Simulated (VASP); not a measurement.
# HfS2 in VASP: work function with PBEsol

Aim: the work function of HfS2 with PBEsol.

All numbers are computed with VASP 6.6.1; they aren't measurements. Logs are shortened: lines on timing, memory, paths and dates and some standing lists are left out, and cuts for length are marked.

## 1. Starting point

The cell holds a sheet with vacuum, 3 atoms: a = 3.579 Å, b = 3.579 Å, c = 18.880 Å, α = 90.00°, β = 90.00°, γ = 120.00°.

The cell was built by a generator and needn't be a form met in nature.

## 2. Work function, PBEsol, non-collinear spin, zero start, spin-orbit coupling

Contents of INCAR:

```
PREC = Accurate
ENCUT = 520
EDIFF = 1E-6
ISMEAR = 0
SIGMA = 0.03
LREAL = False
LASPH = True
NELM = 60
ALGO = Normal
ISIF = 2
LWAVE = False
LCHARG = True
LNONCOLLINEAR = True
MAGMOM = 0 0 0 0 0 0 0 0 0
LORBIT = 11
LSORBIT = True
GGA_COMPAT = False
LMAXMIX = 4
LDIPOL = True
IDIPOL = 3
DIPOL = 0.5 0.5 0.500
GGA = PS
LVHAR = True
LVACPOTAV = True
KPAR = 4
```

Contents of KPOINTS:

```
regular mesh
0
Gamma
  12 12 1
```

Contents of POSCAR:

```
HfS2                                    
1.0
    3.5787783257     -0.0000000000      0.0000000000
   -1.7893891628      3.0993129486      0.0000000000
    0.0000000000      0.0000000000     18.8800000000
  S               Hf            
     2     1
Direct
     0.3333330000000032    0.6666669999999968    0.4233262264856447
     0.6666669999999968    0.3333330000000032    0.5766737735143553
     0.0000000000000000    0.0000000000000000    0.5000000000000000
```

Potentials or basis: VASP PAW PBE potentials, release 64 (S, Hf_pv).

Command:

```console
cat potpaw_PBE.64/S/POTCAR potpaw_PBE.64/Hf_pv/POTCAR > POTCAR
mpirun -np 4 vasp_ncl > vasp.out
```

OUTCAR:

```text
PREC = Accurate
   ENCUT = 520
   EDIFF = 1E-6
   ISMEAR = 0
   LREAL = False
   LASPH = True
   NELM = 60
   ISIF = 2
   LNONCOLLINEAR = True
   LORBIT = 11
   LSORBIT = True
   GGA = PS

 ion  position               nearest neighbor table
   1  0.333  0.667  0.423-   3 2.52   3 2.52   3 2.52
   2  0.667  0.333  0.577-   3 2.52   3 2.52   3 2.52
   3  0.000  0.000  0.500-   1 2.52   2 2.52   2 2.52   1 2.52   2 2.52   1 2.52

  LATTYP: Found a hexagonal cell.
 ALAT       =     3.5787783257
 C/A-ratio  =     5.2755432949

  Lattice vectors:

 A1 = (   3.5787783257,   0.0000000000,   0.0000000000)
 A2 = (  -1.7893891628,   3.0993129486,   0.0000000000)
 A3 = (   0.0000000000,   0.0000000000,  18.8800000000)

Analysis of symmetry for initial positions (statically):
=====================================================================
 Subroutine PRICEL returns:
 Original cell was already a primitive cell.

 Routine SETGRP: Setting up the symmetry group for a
 hexagonal supercell.

 Subroutine GETGRP returns: Found 12 space group operations
 (whereof 12 operations were pure point group operations)
 out of a pool of 24 trial point group operations.

The static configuration has the point symmetry D_3d.

Analysis of symmetry for dynamics (positions and initial velocities):
=====================================================================
 Subroutine PRICEL returns:
 Original cell was already a primitive cell.

 Routine SETGRP: Setting up the symmetry group for a
 hexagonal supercell.

 Subroutine GETGRP returns: Found 12 space group operations
 (whereof 12 operations were pure point group operations)
 out of a pool of 24 trial point group operations.

The dynamic configuration has the point symmetry D_3d.

Analysis of structural, dynamic, and magnetic symmetry:
=====================================================================
[... 800 lines left out ...]

  FORCE on cell =-STRESS in cart. coord.  units (eV):
  Direction    XX          YY          ZZ          XY          YZ          ZX
  --------------------------------------------------------------------------------------
  -------------------------------------------------------------------------------------
  Total        0.2751114      0.2751114      0.0699648      0.0000000      0.0000000      0.0000000
  in kB        2.1048299      2.1048299      0.5352883      0.0000000      0.0000000      0.0000000
  external PRESSURE =       1.5816494 kB  Pullay stress =       0.0000000 kB

 VOLUME and BASIS-vectors are now :
 -----------------------------------------------------------------------------
  energy-cutoff  :      520.00
  volume of cell :      209.41
      direct lattice vectors                 reciprocal lattice vectors
     3.578778326  0.000000000  0.000000000     0.279424963  0.161326077  0.000000000
    -1.789389163  3.099312949  0.000000000     0.000000000  0.322652154  0.000000000
     0.000000000  0.000000000 18.880000000     0.000000000  0.000000000  0.052966102

 POSITION                                       TOTAL-FORCE (eV/Angst)
 -----------------------------------------------------------------------------------
     -0.00000      2.06621      7.99240        -0.000000      0.000000     -0.030646
      1.78939      1.03310     10.88760         0.000000      0.000000      0.030646
      0.00000      0.00000      9.44000        -0.000000      0.000000      0.000000
 -----------------------------------------------------------------------------------
    total drift:                                0.000000      0.000000      0.000000

  FREE ENERGIE OF THE ION-ELECTRON SYSTEM (eV)
  ---------------------------------------------------
  free  energy   TOTEN  =       -24.6857919470 eV

  energy  without entropy=      -24.6857919470  energy(sigma->0) =      -24.68579195

 vacuum level on the upper side and lower side of the slab         3.005         3.005

 Spin-Orbit-Coupling matrix elements

 Ion:    1  E_soc:     -0.0030656
 l=   1
     0.0000000    -0.0005130    -0.0005067
    -0.0005130     0.0000000    -0.0005130
    -0.0005067    -0.0005130     0.0000000
 l=   2
     0.0000000     0.0000000     0.0000000     0.0000000     0.0000000
     0.0000000     0.0000000     0.0000000     0.0000000     0.0000000
     0.0000000     0.0000000     0.0000000     0.0000000     0.0000000
     0.0000000     0.0000000     0.0000000     0.0000000     0.0000000
     0.0000000     0.0000000     0.0000000     0.0000000     0.0000000
 l=   3
     0.0000000     0.0000000     0.0000000     0.0000000     0.0000000     0.0000000     0.0000000
     0.0000000     0.0000000     0.0000000     0.0000000     0.0000000     0.0000000     0.0000000
     0.0000000     0.0000000     0.0000000     0.0000000     0.0000000     0.0000000     0.0000000
     0.0000000     0.0000000     0.0000000     0.0000000     0.0000000     0.0000000     0.0000000
[... 29 lines left out ...]
 l=   2
     0.0000000    -0.0013276     0.0000000    -0.0013276    -0.0045611
    -0.0013276     0.0000000    -0.0033715    -0.0015568    -0.0013276
     0.0000000    -0.0033715     0.0000000    -0.0033715     0.0000000
    -0.0013276    -0.0015568    -0.0033715     0.0000000    -0.0013276
    -0.0045611    -0.0013276     0.0000000    -0.0013276     0.0000000
 l=   3
     0.0000000     0.0000000     0.0000000     0.0000000     0.0000000     0.0000000     0.0000000
     0.0000000     0.0000000     0.0000000     0.0000000     0.0000000     0.0000000     0.0000000
     0.0000000     0.0000000     0.0000000     0.0000000     0.0000000     0.0000000     0.0000000
     0.0000000     0.0000000     0.0000000     0.0000000     0.0000000     0.0000000     0.0000000
     0.0000000     0.0000000     0.0000000     0.0000000     0.0000000     0.0000000     0.0000000
     0.0000000     0.0000000     0.0000000     0.0000000     0.0000000     0.0000000     0.0000000
     0.0000000     0.0000000     0.0000000     0.0000000     0.0000000     0.0000000     0.0000000

 total charge

# of ion       s       p       d       tot
------------------------------------------
    1        1.337   2.416   0.000   3.753
    2        1.337   2.416   0.000   3.753
    3        0.318   6.613   1.497   8.428
--------------------------------------------------
tot          2.991  11.445   1.497  15.933

 magnetization (x)

# of ion       s       p       d       tot
------------------------------------------
    1        0.000   0.000   0.000   0.000
    2        0.000   0.000   0.000   0.000
    3        0.000   0.000  -0.000  -0.000
--------------------------------------------------
tot          0.000   0.000  -0.000   0.000

 magnetization (y)

# of ion       s       p       d       tot
------------------------------------------
    1        0.000   0.000   0.000   0.000
    2        0.000   0.000   0.000   0.000
    3        0.000   0.000   0.000   0.000
--------------------------------------------------
tot          0.000   0.000   0.000   0.000

 magnetization (z)

# of ion       s       p       d       tot
------------------------------------------
    1        0.000   0.000   0.000   0.000
    2        0.000   0.000   0.000   0.000
    3        0.000   0.000   0.000   0.000
--------------------------------------------------
tot          0.000   0.000   0.000   0.000
```

OSZICAR:

```text
N       E                     dE             d eps       ncg     rms          rms(c)
DAV:   1     0.138680470474E+03    0.13868E+03   -0.95430E+03  1412   0.112E+03
DAV:   2    -0.767398915324E+01   -0.14635E+03   -0.14280E+03  1570   0.226E+02
DAV:   3    -0.258183979607E+02   -0.18144E+02   -0.18013E+02  1420   0.748E+01
DAV:   4    -0.263297730273E+02   -0.51138E+00   -0.50921E+00  1480   0.145E+01
[... 16 lines left out ...]
DAV:  21    -0.246857765403E+02   -0.10270E-04   -0.28496E-07   996   0.173E-03    0.236E-03
DAV:  22    -0.246857871327E+02   -0.10592E-04   -0.53195E-07  1046   0.213E-03    0.576E-04
DAV:  23    -0.246857904471E+02   -0.33144E-05   -0.10751E-07   914   0.105E-03    0.785E-04
DAV:  24    -0.246857915913E+02   -0.11442E-05   -0.42389E-08   854   0.679E-04    0.675E-04
DAV:  25    -0.246857919470E+02   -0.35574E-06   -0.21903E-08   816   0.441E-04
   1 F= -.24685792E+02 E0= -.24685792E+02  d E =-.486153E-16  mag=    -0.0000    -0.0000    -0.0000
```

stdout:

```text
POSCAR found type information on POSCAR S Hf
 POSCAR found :  2 types and       3 ions
 scaLAPACK will be used
 -----------------------------------------------------------------------------
[... 23 lines left out ...]
|     Did not find any points to average over, which means that no vacuum     |
|     field-free region was found. Please increase the size of  your cell     |
|     in the dimension of the dipole correction to obtain accurate            |
|     workfunction values.                                                    |
|                                                                             |
 -----------------------------------------------------------------------------
```

It took 18 min on 4 MPI ranks of Intel Xeon Platinum 8175M at 2.50GHz (Skylake/Cascade Lake), shared host; peak memory 0.97 GiB.

Results:

```yaml
Free_energy: -24.6858 eV
Largest_force: 0.031 eV/Å
Net_moment: 0.00 μB per cell
Valence_electrons_inside_the_program's_atomic_spheres: S 3.75; Hf 8.43
Work_function_of_the_upper_face: 6.04 eV
Work_function_of_the_lower_face: 6.04 eV
```

Forces in eV/Å, atoms in the order of the input:
```
S    0.000  0.000 -0.031
S    0.000  0.000  0.031
Hf   0.000  0.000  0.000
```

Moments on the atoms (μB; x, y, z):
```
S   0.00 0.00 0.00
S   0.00 0.00 0.00
Hf  0.00 0.00 0.00
```

Caveat: the PAW data sets were made with another functional, which shifts forces and pressure a little.
